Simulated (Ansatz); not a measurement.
Crystal: Ge.

```
CELL_PARAMETERS angstrom
-2.49590 2.65086 1.43695
2.49590 -2.65086 1.43695
2.49590 2.65086 -1.43695
ATOMIC_POSITIONS crystal
Ge 0.31406 0.06406 0.25000
Ge 0.68594 0.93594 0.75000
```

This isn't the form of Ge at room conditions, which is diamond.

Base run:

| Item | Value |
| --- | --- |
| Program | Ansatz 0.2.0 |
| Functional | r2SCAN |
| Potentials or basis | Ansatz PAW |
| Cutoff | 500 eV (not typed: the program's choice for these potentials) |
| k mesh | 11 × 11 × 11 |
| Occupations | fermi-dirac, width 0.05 eV |
| Spin | no spin polarisation |

Its results: band gap on the k mesh none (metal or under the smearing width); pressure -1.3 GPa; largest force 0.094 eV/Å.

The run is repeated on the same cell with these changes: functional from r2SCAN to BLYP; cutoff from 500 eV (not typed: the program's choice for these potentials) to 420 eV (not typed: the program's choice for these potentials). What comes out?

Band gap on the k mesh none (metal or under the smearing width); pressure 7.4 GPa; largest force 0.077 eV/Å.

Caveats: the PAW data sets come from PBE, with cores solved anew for the run's functional, which leaves a small shift of forces and pressure.
